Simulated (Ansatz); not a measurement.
The system is TiSi2.

```
Ti Si
1.0
     0.00000    4.11752    4.26290
     2.38951    0.00000    4.26290
     2.38951    4.11752    0.00000
Ti Si
2 4
Direct
  0.75000 0.75000 0.75000
  0.50000 0.50000 0.50000
  0.41257 0.08743 0.41257
  0.08743 0.41257 0.08743
  0.16257 0.83743 0.16257
  0.83743 0.16257 0.83743
```

The cell is a database's computed one.

- Program: Ansatz 0.2.0
- Task: relaxation of cell and atoms
- Functional: RPBE
- Dispersion: D4
- Potentials or basis: Ansatz PAW
- Cutoff: 420 eV (not typed: the program's choice for these potentials)
- k mesh: 7 × 7 × 7
- Occupations: fermi-dirac, width 0.05 eV
- Spin: no spin polarisation

At the start: volume 13.98 Å³/atom.

Problem. Where does the relaxation end?

Solution. It ends after 6 steps and the volume is 13.57 Å³/atom (-2.9 %); space group Fddd (No. 70, to 0.05 Å).

The path:
| step | energy change (eV) | largest force (eV/Å) | volume (Å³) |
| --- | --- | --- | --- |
| 1 | 0.0000 | 0.0352 | 83.88 |
| 2 | -0.0331 | 0.0115 | 81.02 |
| 3 | -0.0376 | 0.0050 | 81.44 |
| 4 | -0.0377 | 0.0045 | 81.43 |
| 5 | -0.0377 | 0.0031 | 81.41 |
| 6 | -0.0372 | 0.0031 | 81.41 |

Final structure:
```yaml
crystal:
  lattice:
    - [0.00000, 4.05339, 4.24418]
    - [2.36613, 0.00000, 4.24418]
    - [2.36613, 4.05339, 0.00000]
  atoms:
    - { symbol: Ti, position: [0.75000, 0.75000, 0.75000] }
    - { symbol: Ti, position: [0.50000, 0.50000, 0.50000] }
    - { symbol: Si, position: [0.41326, 0.08674, 0.41326] }
    - { symbol: Si, position: [0.08674, 0.41326, 0.08674] }
    - { symbol: Si, position: [0.16326, 0.83674, 0.16326] }
    - { symbol: Si, position: [0.83674, 0.16326, 0.83674] }
```

Caveat: the plane-wave basis is chosen anew once the cell has moved, so the energies of steps on either side of that aren't comparable; pairwise dispersion overbinds metals, which lowers pressure and volume; the PAW data sets come from PBE, with cores solved anew for the run's functional, which leaves a small shift of forces and pressure.
